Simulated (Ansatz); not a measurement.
The system is HgSe.

```
Hg Se
1.0
     0.00000    3.03900    3.03900
     3.03900    0.00000    3.03900
     3.03900    3.03900    0.00000
Hg Se
1 1
Cartesian
  0.0000 0.0000 0.0000
  4.5585 4.5585 4.5585
```

| Item | Value |
| --- | --- |
| Program | Ansatz 0.2.0 |
| Task | relaxation of cell and atoms |
| Functional | RPBE |
| Potentials or basis | Ansatz PAW |
| Cutoff | 420 eV (not typed: the program's choice for these potentials) |
| k mesh | 8 × 8 × 8 |
| Occupations | fermi-dirac, width 0.05 eV |
| Spin | no spin polarisation |

At the start: volume 28.07 Å³/atom.

**Question.** How do energy, volume and symmetry change on relaxing?

**Answer.** It ends after 5 steps and the volume is 32.09 Å³/atom (+14.3 %); space group F-43m (No. 216, to 0.05 Å).

The path:
| step | energy change (eV) | largest force (eV/Å) | volume (Å³) |
| --- | --- | --- | --- |
| 1 | 0.0000 | 0.0000 | 56.13 |
| 2 | -0.1454 | 0.0000 | 64.75 |
| 3 | -0.1460 | 0.0000 | 64.30 |
| 4 | -0.1461 | 0.0000 | 64.17 |
| 5 | -0.1471 | 0.0000 | 64.17 |

Final structure:
```
Hg Se
1.0
     0.00000    3.17767    3.17767
     3.17767    0.00000    3.17767
     3.17767    3.17767    0.00000
Hg Se
1 1
Direct
  0.00000 0.00000 0.00000
  0.75000 0.75000 0.75000
```

Caveat: the plane-wave basis is chosen anew once the cell has moved, so the energies of steps on either side of that aren't comparable; the volume moved by +14 % from the deposited cell, more than functionals usually miss; the PAW data sets come from PBE, with cores solved anew for the run's functional, which leaves a small shift of forces and pressure.
